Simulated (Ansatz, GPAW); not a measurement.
# Ballistic transport through a Pt chain with a Sn atom on top of one atom, from relaxation to T(E), part 2 of 4

Aim: the conductance of a Pt chain with a Sn atom on top of one atom after relaxation, and whether geometry, basis or functional moves it most.

GPAW 26.7.0 and Ansatz 0.2.0; Ansatz plane waves; relaxation of the junction with the lead ends held (the session's first sound run).

So far. Step 2 (Relaxing the atoms): The relaxation lowered the energy of the cell by 1.30 eV.

### 3. Plane-wave reference (PBE)

A plane-wave run comes first: its basis does not favour the atoms, so it serves as the reference for the orbital bases.

This step: Ansatz plane waves; Landauer transmission by layers, zero bias (Ansatz 0.2.0).

File input.yaml:

```yaml
crystal:
  lattice:
    - [9.0, 0.0, 0.0]
    - [0.0, 9.0, 0.0]
    - [0.0, 0.0, 40.8]
  atoms:
    - { symbol: Pt, position: [0.5, 0.5, 0.0294117647] }
    - { symbol: Pt, position: [0.5, 0.5, 0.0882352941] }
    - { symbol: Pt, position: [0.5, 0.5, 0.1470588235] }
    - { symbol: Pt, position: [0.5, 0.5, 0.2058823529] }
    - { symbol: Pt, position: [0.5, 0.5, 0.2647058824] }
    - { symbol: Pt, position: [0.5, 0.5, 0.3235294118] }
    - { symbol: Pt, position: [0.4473130974, 0.4749748075, 0.382478431] }
    - { symbol: Pt, position: [0.4948462659, 0.5149663904, 0.4426476503] }
    - { symbol: Pt, position: [0.3911386958, 0.5579178176, 0.5000341133] }
    - { symbol: Sn, position: [0.6349752669, 0.416434679, 0.498788419] }
    - { symbol: Pt, position: [0.4842356037, 0.4934323266, 0.5570028668] }
    - { symbol: Pt, position: [0.4701780976, 0.5489868173, 0.6174446203] }
    - { symbol: Pt, position: [0.5, 0.5, 0.6764705882] }
    - { symbol: Pt, position: [0.5, 0.5, 0.7352941176] }
    - { symbol: Pt, position: [0.5, 0.5, 0.7941176471] }
    - { symbol: Pt, position: [0.5, 0.5, 0.8529411765] }
    - { symbol: Pt, position: [0.5, 0.5, 0.9117647059] }
    - { symbol: Pt, position: [0.5, 0.5, 0.9705882353] }
kpoints:
  mp_grid: { grid: [1, 1, 2] }
hamiltonian:
  xc: pbe
scf:
  occupations: { method: fermi_dirac, width: 0.1 }
output:
  transmission:
    leads: [[0, 1]]
    e_range: [-2, 2]
    de: 0.025
    kmesh: [1, 1]
    reduced_basis: true
  write_potential: true
  write_density: true
  volumetric_format: npy
  elf: true
```

Started as:

```bash
ansatz run input.yaml --threads 4 --pin off --max-ram 8192MiB --backend cpu --events-out ev --progress --plain --runs-dir out
```

Numbers of over 12 decimals in the logs are rounded to 6 here.

The log of the run:

```text
[...]
Crystal: 18 atoms, lattice volume = 3304.800 Å³
Basis set: ecut = 420 eV, 64509 PW (Γ)
Bands: 192, of which v1, the nominal top of the filled ones, is band 160 counted from 1 (159 counted from 0)
Symmetry: 1 space group operations
[...]
k-points: 2
[...]
SCF iter   1: F=—  HF=-218874.065536 eV  |F-HF|=—  |Δ(HF+E_count)|=         —  Δρ=1.28e-2  dr2=6.84e1  ethr=1.77e-3  ⟨swp⟩=8.0  Hψ=1546  notcnv=0  defer=15
[...]
SCF iter  11: F=-218873.275972 eV  HF=-218873.275972 eV  |F-HF|=3.77e-8  |Δ(HF+E_count)|=   1.18e-7  Δρ=1.03e-6  dr2=7.35e-8  ethr=3.13e-11  ⟨swp⟩=18.0  Hψ=1265  notcnv=0
SCF 1 converged in 11 iterations: F = -218873.275972 eV  dr2 = 7.35e-8
[...]
transmission: 51 of 306 steps passed
transmission: 102 of 306 steps passed
[...]
transmission: 306 of 306 steps passed
WARN: The output density's exchange-correlation potential varies sharply where the density is thin. Do not read a vacuum level from v_tot or v_xc, or from such a field of the output density. On a cell that repeats whose density bears no net charge and no dipole along the vacuum's axis use v_es (v_loc + v_h of the components); under efield.dipole_correction with no amplitude use v_es + v_field, which holds any externa [...]
SCF converged after 11 iterations
Free energy (F): -218873.275972 eV
[...]
Internal energy: -218872.206615 eV  (E = F + TS)
E sigma→0 (E₀):  -218872.741293 eV
Entropy (-TS):   -1.069357 eV (-59.409 meV/atom)
Fermi energy:    -3.605698 eV
[...]
--- Band table (eV) ---
  k-point 0: bands = [... 156 lower, -3.8230, -3.8118, -3.6463, -3.6228, -3.5738, -3.4986, -3.4471, -3.3626, ... 28 higher]
  k-point 1: bands = [... 156 lower, -3.8009, -3.7756, -3.7589, -3.7203, -3.5827, -3.4854, -3.4450, -3.4089, ... 28 higher]
--- Transmission ---
  basis      : 717 plane waves across, 51 finite elements along
  points     : 1, standing for a mesh of 1 x 1
  filling    : by the input's occupations and mesh, since the crystals that have channels conduct as metals do. If one of these is a semiconductor, that mesh has misplaced its level
  energies   : 161 from -2.000000 to 2.000000 eV about the Fermi level, 0.025000 eV apart; the leads are filled to 0.000000 eV, and channels, transmission and decay are at 0.000000 eV
  crystal 0  : Pt1, at the sites [0, 1], period 2.4000 Å, over 28.80 Å; its Hamiltonian steps by up to 1.5 meV
    offset         : up to 0.0000 Å between an atom of the period and one for which it stands
    filled         : 3.5 meV under the level at which it is neutral
    channels       : 4.000000e0 a spin
    conductance    : 3.8262e14 S/m² at 300 K; may be off by some 0.0 % by where its bands' edges are placed, 0.0 % from the distance to neutral
  junction   : crystal 0 to crystal 0, 0.70 to 39.10 Å
    transmission   : 2.119355e0 a spin
    error estimate : 3.561360e-4 a spin from the reduction of the transverse basis, at the most 3.807102e-3 at -0.475000 eV
    conductance    : 2.0155e14 S/m² at 300 K (2.0155e14 on every other energy)
    error estimate : 0.0 % from the energy spacing and 0.0 % from band edges of the leads and from resonances (wavevectors taken as independent; lower de), 0.0 % from the reduction of the transverse basis, 0.4 % from the steps of its leads' Hamiltonians or their offsets (lay more layers), 0.4 % from the distance to neutral
    resistance     : 2.3481e-3 Ω µm² beyond half of each lead's own
```

Wall time 3.1 min (4 threads of Arm Neoverse V1, shared host); peak memory 5.5 GiB; 6.5 min of CPU time.

Reading the cycles: dr2 is the Hartree energy of the density residual (eV), the measure of convergence; HF is the Harris–Foulkes estimate of the energy, which meets the free energy F at convergence.

Numbers from this step:

| Item | Value |
| --- | --- |
| lead level | 0 eV from the Fermi level |
| transmission at the Fermi level (one spin) | 2.119 |
| open channels of the lead at the Fermi level (one spin) | 4 |
| step of the potential along the lead | 1.5 meV |
| offset of the lead | 0 Å |
| filling of the lead less its bulk value, in size | 3.5 meV |
| conductance | 2.107 G₀ |

One spin. The transmission, zone mean by energy, zero at the Fermi level:

energy (eV), transmission, zone mean and a bar:
```
   -2.000       0.91 #######
   -1.900       0.94 #######
   -1.800       0.96 #######
   -1.700       0.98 ########
   -1.600       1.15 #########
   -1.500       1.54 ############
   -1.400       1.47 ###########
   -1.300       1.48 ###########
   -1.200       1.70 #############
   -1.100       2.36 ##################
   -1.000       2.92 #######################
   -0.900       3.63 ############################
   -0.825       3.84 ##############################
   -0.800       3.82 ##############################
   -0.700       3.54 ############################
   -0.600       3.29 ##########################
   -0.500       2.77 ######################
   -0.400       2.09 ################
   -0.300       2.23 #################
   -0.200       2.32 ##################
   -0.100       2.31 ##################
    0.000       2.12 ################
    0.100       1.82 ##############
    0.200       1.51 ############
    0.300       1.27 ##########
    0.400       1.13 #########
    0.500       1.03 ########
    0.600       0.96 #######
    0.700       0.91 #######
    0.800       0.91 #######
    0.900       1.00 ########
    1.000       0.93 #######
    1.100       0.78 ######
    1.200       0.52 ####
    1.300       0.03 
    1.400       0.95 #######
    1.500       0.76 ######
    1.600       0.59 ####
    1.700       0.48 ####
    1.800       0.38 ###
    1.900       0.30 ##
    2.000       0.23 ##
```

One spin. Open channels, zone mean against energy, zero at the Fermi level:

energy (eV), open channels, zone mean and a bar from the least value:
```
   -2.000       3.00 ############
   -1.900       3.00 ############
   -1.800       3.00 ############
   -1.700       3.00 ############
   -1.600       4.00 ##################
   -1.500       4.00 ##################
   -1.400       6.00 ##############################
   -1.300       6.00 ##############################
   -1.200       6.00 ##############################
   -1.100       6.00 ##############################
   -1.000       6.00 ##############################
   -0.900       6.00 ##############################
   -0.800       6.00 ##############################
   -0.700       6.00 ##############################
   -0.600       6.00 ##############################
   -0.500       6.00 ##############################
   -0.400       4.00 ##################
   -0.300       4.00 ##################
   -0.200       4.00 ##################
   -0.100       4.00 ##################
    0.000       4.00 ##################
    0.100       4.00 ##################
    0.200       4.00 ##################
    0.300       4.00 ##################
    0.400       3.00 ############
    0.500       3.00 ############
    0.600       3.00 ############
    0.700       3.00 ############
    0.800       1.00 
    0.900       1.00 
    1.000       1.00 
    1.100       1.00 
    1.200       1.00 
    1.300       1.00 
    1.400       1.00 
    1.500       1.00 
    1.600       1.00 
    1.700       1.00 
    1.800       1.00 
    1.900       1.00 
    2.000       1.00
```

Crystal 0, spin -, k parallel (0, 0); distinct values, listed up to 1.5 1/Å. The Im kz of the slowest decaying states by energy, zero at the Fermi level:

```
energy (eV)  decay 1 (Å⁻¹)  decay 2 (Å⁻¹)  decay 3 (Å⁻¹)  decay 4 (Å⁻¹)
    -2.0000          0.386          0.611          0.612           1.40
    -1.7500          0.236          0.466          0.467           1.37
    -1.5000          0.213          0.214           1.35           1.35
    -1.2500           1.33           1.33           1.36           1.47
    -1.0000           1.30           1.30           1.33           1.44
    -0.7500           1.28           1.28           1.31           1.42
    -0.5000           1.25           1.25           1.28           1.40
    -0.2500          0.314          0.314           1.23           1.23
     0.0000          0.472           1.20           1.20           1.23
     0.2500          0.574          0.574           1.17           1.17
     0.5000          0.197          0.649           1.15           1.15
     0.7500          0.292          0.709          0.709           1.12
     1.0000          0.115          0.116          0.359          0.758
     1.2500          0.163          0.164          0.411          0.799
     1.5000          0.193          0.194          0.453          0.835
     1.7500          0.213          0.213          0.489          0.865
     2.0000          0.224          0.224          0.519          0.892
```

Crystal 0, spin -, k parallel (0, 0). Re kz of states that move upwards against energy, zero at the Fermi level:

```
energy (eV)  channel 1 (Å⁻¹)  channel 2 (Å⁻¹)  channel 3 (Å⁻¹)  channel 4 (Å⁻¹)  channel 5 (Å⁻¹)  channel 6 (Å⁻¹)
     -2.000           -0.640           -0.640            0.727                -                -                -
     -1.800           -0.601           -0.600            0.747                -                -                -
     -1.600           -0.562           -0.562           0.0327            0.768                -                -
     -1.400           -0.524           -0.524            0.171            0.172            0.279            0.790
     -1.200           -0.487           -0.487            0.395            0.439            0.439            0.814
     -1.000           -0.450           -0.450            0.484            0.618            0.618            0.840
     -0.800           -0.414           -0.413            0.559            0.783            0.783            0.869
     -0.600           -0.377           -0.377            0.623            0.903            0.965            0.965
     -0.400           -0.340           -0.340            0.679            0.944                -                -
     -0.200           -0.302           -0.302            0.726            0.996                -                -
      0.000           -0.263           -0.262            0.765             1.06                -                -
      0.200           -0.221           -0.221            0.799             1.17                -                -
      0.400           -0.175           -0.174            0.827                -                -                -
      0.600           -0.119           -0.118            0.852                -                -                -
      0.800            0.874                -                -                -                -                -
      1.000            0.895                -                -                -                -                -
      1.200            0.914                -                -                -                -                -
      1.400            0.933                -                -                -                -                -
      1.600            0.951                -                -                -                -                -
      1.800            0.968                -                -                -                -                -
      2.000            0.985                -                -                -                -                -
```

The electrostatic potential energy of an electron (with the applied field's), less the Fermi level, planar mean oscillates, so the rows of the table below give means over windows of 2.41 Å about each position, cut where the curve ends. Its first 14 maxima inside the range that stand out by 2 % of the span (Å: eV): 2.4: 5.71, 4.8: 5.71, 7.2: 5.70, 9.6: 5.68, 12.0: 5.66, 14.4: 5.58, 16.9: 5.39, 19.0: 4.53, 21.7: 4.60, 23.9: 5.42, 26.4: 5.59, 28.8: 5.67, 31.2: 5.68, 33.6: 5.70. Its first 14 minima: 1.1: 3.76, 3.5: 3.75, 6.0: 3.75, 8.4: 3.73, 10.8: 3.70, 13.2: 3.67, 15.6: 3.56, 18.1: 3.20, 20.4: 1.85, 22.7: 3.23, 25.2: 3.58, 27.6: 3.67, 30.0: 3.71, 32.4: 3.73.

The electrostatic potential energy of an electron (with the applied field's), less the Fermi level, planar mean by z; means over each step:

z (Å), electrostatic potential energy of an electron (with the applied field's), less the Fermi level, planar mean (eV) and a bar from the least value:
```
     1.21       4.76 ##############################
     3.62       4.76 ##############################
     6.03       4.76 ##############################
     8.44       4.74 ##############################
    10.85       4.72 #############################
    13.26       4.67 #############################
    15.67       4.56 ###########################
    18.08       4.13 ####################
    20.48       2.94 
    22.90       4.23 #####################
    25.30       4.59 ###########################
    27.72       4.69 #############################
    30.12       4.72 #############################
    32.54       4.74 ##############################
    34.95       4.76 ##############################
    37.36       4.76 ##############################
    39.77       4.62 ############################
```

The valence density, planar mean oscillates, so the rows of the table below give means over windows of 2.41 Å about each position, cut where the curve ends. Its first 14 maxima inside the range that stand out by 2 % of the span (Å: e/Å³): 1.1: 0.197, 3.5: 0.197, 6.0: 0.198, 8.4: 0.198, 10.8: 0.199, 13.2: 0.199, 15.6: 0.198, 18.1: 0.196, 20.4: 0.355, 22.7: 0.197, 25.2: 0.198, 27.6: 0.199, 30.0: 0.199, 32.4: 0.198. Its first 14 minima: 2.4: 0.0225, 4.8: 0.0225, 7.2: 0.0226, 9.6: 0.0226, 12.0: 0.0227, 14.4: 0.0220, 16.9: 0.0204, 19.1: 0.0341, 21.7: 0.0330, 23.9: 0.0202, 26.4: 0.0219, 28.8: 0.0227, 31.2: 0.0226, 33.6: 0.0226.

The valence density, planar mean by z; means over each step:

z (Å), valence density, planar mean (e/Å³) and a bar from the least value:
```
     1.21      0.092 
     3.62      0.092 
     6.03      0.092 
     8.44      0.092 
    10.85      0.092 
    13.26      0.092 
    15.67      0.092 
    18.08      0.095 #
    20.48      0.159 ##############################
    22.90      0.094 #
    25.30      0.092 
    27.72      0.092 
    30.12      0.092 
    32.54      0.092 
    34.95      0.092 
    37.36      0.092 
    39.77      0.103 #####
```

ELF in the ca plane at fractional y = 0.493, with atoms of Pt within 0.2 Å of it. It is the smooth field of the valence electrons, not physical close to the nuclei.

Values, 13 rows by 16 columns, each cell a mean:
```
0.00 0.00 0.00 0.00 0.00 0.00 0.00 0.00 0.03 0.06 0.01 0.00 0.00 0.00 0.00 0.00
0.00 0.01 0.01 0.00 0.00 0.00 0.01 0.04 0.33 0.49 0.17 0.01 0.00 0.00 0.00 0.00
0.03 0.04 0.05 0.01 0.01 0.01 0.03 0.12 0.52 0.61 0.33 0.04 0.02 0.01 0.02 0.02
0.11 0.14 0.16 0.07 0.07 0.05 0.13 0.25 0.40 0.38 0.35 0.17 0.07 0.08 0.09 0.10
0.25 0.28 0.30 0.19 0.23 0.16 0.25 0.37 0.31 0.28 0.33 0.35 0.19 0.23 0.25 0.22
0.37 0.43 0.49 0.30 0.38 0.30 0.43 0.43 0.29 0.28 0.31 0.51 0.31 0.36 0.37 0.32
0.45 0.53 0.60 0.36 0.62 0.37 0.57 0.53 0.32 0.38 0.33 0.67 0.44 0.46 0.51 0.38
0.34 0.39 0.43 0.35 0.64 0.35 0.42 0.41 0.37 0.52 0.33 0.53 0.35 0.39 0.44 0.31
0.22 0.25 0.27 0.23 0.41 0.22 0.24 0.29 0.33 0.49 0.28 0.32 0.21 0.27 0.31 0.22
0.08 0.10 0.10 0.13 0.26 0.12 0.09 0.13 0.24 0.31 0.16 0.16 0.08 0.14 0.18 0.08
0.02 0.02 0.02 0.05 0.10 0.04 0.02 0.04 0.12 0.16 0.07 0.04 0.02 0.04 0.05 0.02
0.00 0.00 0.00 0.01 0.02 0.01 0.00 0.01 0.03 0.03 0.01 0.00 0.00 0.01 0.01 0.00
0.00 0.00 0.00 0.00 0.00 0.00 0.00 0.00 0.00 0.00 0.00 0.00 0.00 0.00 0.00 0.00
```
Columns run along c (16.0 Å, from fractional 0.27 to 0.67 of the cell), rows up along a (9.0 Å). Atoms in or near the plane, at fractional coordinates: Pt at (0.32, 0.50), Pt at (0.38, 0.45), Pt at (0.44, 0.49), Pt at (0.56, 0.48).

Valence density in the ca plane at fractional y = 0.493, with atoms of Pt within 0.2 Å of it. It is the smooth field of the valence electrons, not physical close to the nuclei.

Ten steps, logarithmic in the rise over the least value, from '0' (0 e/Å³) to '9' (11 e/Å³), each cell a mean:
```
00000000000000000000000000000000000000000000
00000000000000000000000000000000000000000000
00000000000000000000000000000000000000000000
00000000000000000000000000000000000000000000
00000000000000000000000000000000000000000000
00000000000000000000000111110000000000000000
00000000000000000000001233321000000000000000
00001110000000000011112345431111000000000000
21112322100000001122222356532222211001111111
53235664211222112455432345432244432122322223
75357986433454323688743334332468863234554336
86468997545787534799853334333589985346875447
85468997447998644799853355543589985357886447
64346775347998633677643467753478874346875335
32223443235787532344333578753345542234553222
11111111123454211122212467642222221112222111
00000000001221100000011244421111100000110000
00000000000000000000000122210000000000000000
00000000000000000000000000000000000000000000
00000000000000000000000000000000000000000000
00000000000000000000000000000000000000000000
00000000000000000000000000000000000000000000
00000000000000000000000000000000000000000000
00000000000000000000000000000000000000000000
```
Columns run along c (16.0 Å, from fractional 0.27 to 0.67 of the cell), rows up along a (9.0 Å). Atoms in or near the plane, at fractional coordinates: Pt at (0.32, 0.50), Pt at (0.38, 0.45), Pt at (0.44, 0.49), Pt at (0.56, 0.48).

Electrostatic potential energy in the ca plane at fractional y = 0.493, with atoms of Pt within 0.2 Å of it. With pseudopotentials it is smooth inside the atoms' cores, unlike the true potential.

Ten even steps from '0' (-64 eV) to '9' (2 eV), each cell a mean:
```
99999999999999999999999999999999999999999999
99999999999999999999999999999999999999999999
99999999999999999999999999999999999999999999
99999999999999999999999999999999999999999999
99999999999999999999999999999999999999999999
99999999999999999999999988899999999999999999
99999999999999999999999877789999999999999999
99999999999999999999998766678999999999999999
99999899999999999999998666678999999999999999
68986557999999999766788766678887789999999998
26861003798767898410378877788741148987568884
04740001685212687100058888888610016873125872
05750002772000487200058875688500006862004773
47874226872000488522478732368730037874126886
89998788985212689877898620268876679987668998
99999999998767899999999743479999999999999999
99999999999999999999999987789999999999999999
99999999999999999999999999999999999999999999
99999999999999999999999999999999999999999999
99999999999999999999999999999999999999999999
99999999999999999999999999999999999999999999
99999999999999999999999999999999999999999999
99999999999999999999999999999999999999999999
99999999999999999999999999999999999999999999
```
Columns run along c (16.0 Å, from fractional 0.27 to 0.67 of the cell; values clipped at the 3rd and 97th percentile), rows up along a (9.0 Å). Atoms in or near the plane, at fractional coordinates: Pt at (0.32, 0.50), Pt at (0.38, 0.45), Pt at (0.44, 0.49), Pt at (0.56, 0.48).

T at the Fermi level is 2.12 of 4 open channels a spin, without spin-orbit coupling, which is large for these atoms.

[end of part 2 of 4]

[Logs are printed without paths, hosts, clocks, repeated set-up lines and the standing remarks that a program may print on its own settings, such as how far it seeks lower states.]

[Hosts, paths, dates, database ids (printed as entryN), source tags and the programs' standing remarks are cut or masked in the printed files.]
